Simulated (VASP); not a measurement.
Crystal: SiC (Moissanite).

```
CELL_PARAMETERS angstrom
3.07600 0.00000 0.00000
-1.53800 2.66389 0.00000
0.00000 0.00000 5.04800
ATOMIC_POSITIONS crystal
Si 0.66667 0.33333 0.50000
Si 0.33333 0.66667 0.00000
C 0.66667 0.33333 0.88500
C 0.33333 0.66667 0.38500
```

Base run:

* Program: VASP 6.6.1
* Functional: PBE
* Potentials or basis: VASP PAW PBE potentials, release 64 (Si, C)
* Cutoff: 520 eV
* k mesh: 10 × 10 × 6
* Occupations: gaussian, width 0.02 eV
* Spin: no spin polarisation

Its results: band gap on the k mesh 2.48 eV, indirect (least direct gap 4.08 eV); pressure 3.6 GPa; largest force 0.753 eV/Å.

Q: After a change of settings the same cell gave: band gap on the k mesh 2.36 eV, indirect (least direct gap 3.98 eV); pressure -3.6 GPa; largest force 0.734 eV/Å. Which change was it?
A. functional from PBE to LDA; potentials or basis from VASP PAW PBE potentials, release 64 (Si, C) to VASP PAW LDA potentials, release 64 (Si, C)
B. functional from PBE to r2SCAN; further incar settings from ALGO = Fast; EDIFF = 1e-06 to ALGO = Normal; EDIFF = 1e-06
C. cutoff from 520 eV to 500 eV; k mesh from 10 × 10 × 6 to 10 × 10 × 5; further incar settings from ALGO = Fast; EDIFF = 1e-06 to ALGO = Fast; EDIFF = 1e-07
D. functional from PBE to PBEsol

A: A.

Caveats: the mesh misses the band edges, which the band path finds closer together.

Not every run made on this cell is shown here.
